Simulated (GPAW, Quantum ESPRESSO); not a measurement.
This is a calculation of HfN for GPAW 26.7.0. 

File run.py:

```python
from ase.io import read
from gpaw import PW
from gpaw.dft import DFT

atoms = read('HfN.xyz')

dft = DFT(atoms,
          mode=PW(800),
          xc='PBE',
          kpts={'size': (10, 10, 10), 'gamma': True},
          occupations={'name': 'fermi-dirac', 'width': 0.05},
          nbands=19,
          convergence={'density': 1e-05, 'energy': 1e-05},
          maxiter=150,
          txt='gpaw.txt')
print(f'Energy: {dft.calculate_energy():.6f} eV')
print('Forces (eV/A):')
print(dft.calculate_forces().round(4))
print('Stress (eV/A^3):', dft.calculate_stress().round(6))
dft.write_gpw_file('gs.gpw')
```

HfN.xyz

```xyz
2
Lattice="0.0000000000 2.2560000000 2.2560000000 2.2560000000 0.0000000000 2.2560000000 2.2560000000 2.2560000000 0.0000000000" Properties=species:S:1:pos:R:3 pbc="T T T"
Hf     0.0000000000      0.0000000000      0.0000000000
N      2.2560000000      2.2560000000      2.2560000000
```

Potentials or basis: GPAW PAW data sets (gpaw-data 1.2.1), pw.

Run with:

```bash
$ OMP_NUM_THREADS=1 python run.py
```

Q: Set up the same calculation for Quantum ESPRESSO 7.5 (ASE script). Potentials or basis there: SSSP 1.3 efficiency PBE, cutoff 816 eV.

A: As run (cutoffs and basis follow the program's own potentials, and thresholds, step limits or extra output files can differ):

The input run.py:

```python
import numpy as np
from ase.calculators.espresso import Espresso, EspressoProfile
from ase.io import read

atoms = read('HfN.cif')

input_data = {
    'control': {'calculation': 'scf', 'prefix': 'pwscf', 'outdir': './tmp', 'tprnfor': True, 'tstress': True, 'disk_io': 'nowf'},
    'system': {'ecutwfc': 60.0, 'ecutrho': 480.0, 'nbnd': 15, 'occupations': 'smearing', 'smearing': 'fd', 'degauss': 0.00367493},
    'electrons': {'conv_thr': 4e-10, 'electron_maxstep': 120, 'mixing_beta': 0.5},
}
pseudopotentials = {'N': 'N.pbe-n-radius_5.UPF', 'Hf': 'Hf-sp.oncvpsp.upf'}
profile = EspressoProfile(command='pw.x', pseudo_dir='pseudo')
atoms.calc = Espresso(profile=profile, input_data=input_data, pseudopotentials=pseudopotentials, kpts=(10, 10, 10), koffset=(0, 0, 0))

print(f'energy {atoms.get_potential_energy():.8f} eV')
print('forces (eV/A)')
print(np.round(atoms.get_forces(), 6))
print('stress (eV/A^3, Voigt)')
print(np.round(atoms.get_stress(), 8))
print(f'Fermi level {atoms.calc.get_fermi_level():.4f} eV')
```

Contents of HfN.cif:

```cif
data_HfN
_cell_length_a 3.19046580
_cell_length_b 3.19046580
_cell_length_c 3.19046580
_cell_angle_alpha 60.00000000
_cell_angle_beta 60.00000000
_cell_angle_gamma 60.00000000
_space_group_name_H-M_alt 'P1'
_space_group_name_Hall 'P 1'
_space_group_IT_number 1
loop_
_space_group_symop_operation_xyz
'x,y,z'
loop_
_atom_site_label
_atom_site_type_symbol
_atom_site_symmetry_multiplicity
_atom_site_Wyckoff_symbol
_atom_site_fract_x
_atom_site_fract_y
_atom_site_fract_z
_atom_site_occupancy
Hf1 Hf 1 a 0.0000000000 0.0000000000 0.0000000000 1
N1 N 1 a 0.5000000000 0.5000000000 0.5000000000 1
```

Potentials or basis: SSSP 1.3 efficiency PBE.

Launch:

```console
$ OMP_NUM_THREADS=1 python run.py
```

Both were run:

|  | GPAW | Quantum ESPRESSO |
| --- | --- | --- |
| Pressure | 6.7 GPa | 5.8 GPa |

Pressure is positive in compression.
